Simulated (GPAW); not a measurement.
The system is BAs.

```
B As
1.0
     2.93437    0.00000    0.00000
     0.00000    2.93437    0.00000
     0.00000    0.00000    2.93437
B As
1 1
Cartesian
  1.4672 1.4672 1.4672
  0.0000 0.0000 0.0000
```

The cell was built by a generator and needn't be a form met in nature.

```yaml
Program: GPAW 26.7.0
Task: relaxation of cell and atoms
Functional: LDA
Potentials_or_basis: the program's PAW data sets (release 1.2.1) made for this functional
Cutoff: 800 eV
Basis: pw
k_mesh: 9 × 9 × 9
Occupations: fermi-dirac, width 0.05 eV
Spin: no spin polarisation
```

At the start: pressure -5.4 GPa; volume 12.63 Å³/atom.

Where does the relaxation end?

Over 4 steps the energy falls by 10.8 meV/atom and the volume is 12.00 Å³/atom (-5.0 %); space group Pm-3m (No. 221, to 0.05 Å).

Step by step:
| step | energy change (eV) | largest force (eV/Å) | pressure (GPa) | volume (Å³) |
| --- | --- | --- | --- | --- |
| 1 | 0.0000 | 0.0000 | -5.38 | 25.27 |
| 2 | -0.0069 | 0.0000 | -4.53 | 25.04 |
| 3 | -0.0215 | 0.0000 | 0.45 | 23.91 |
| 4 | -0.0217 | 0.0000 | -0.03 | 24.01 |

Final structure:
```
B As
1.0
     2.88478    0.00000    0.00000
     0.00000    2.88478    0.00000
     0.00000    0.00000    2.88478
B As
1 1
Direct
  0.50000 0.50000 0.50000
  0.00000 0.00000 0.00000
```

Caveat: later steps reuse the first step's grids.
